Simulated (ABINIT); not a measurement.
The system is Tl.

```
CELL_PARAMETERS angstrom
3.45600 0.00000 0.00000
-1.72800 2.99298 0.00000
0.00000 0.00000 5.52500
ATOMIC_POSITIONS crystal
Tl 0.66667 0.33333 0.75000
Tl 0.33333 0.66667 0.25000
```

Base run:

- Program: ABINIT 10.8.3 (patched build)
- Functional: LDA
- Potentials or basis: PseudoDojo NC SR LDA v0.4.1 standard
- Cutoff: 707 eV
- k mesh: 16 × 16 × 8, shifted
- Occupations: fermi-dirac, width 0.136 eV
- Spin: no spin polarisation

Its results: pressure -2.2 GPa.

The run is repeated on the same cell with these changes: functional from LDA to PBE; potentials or basis from PseudoDojo NC SR LDA v0.4.1 standard to SG15 NC PBE v1.2; cutoff from 707 eV to 490 eV. What comes out?

Pressure 3.2 GPa.

Not every run made on this cell is shown here.
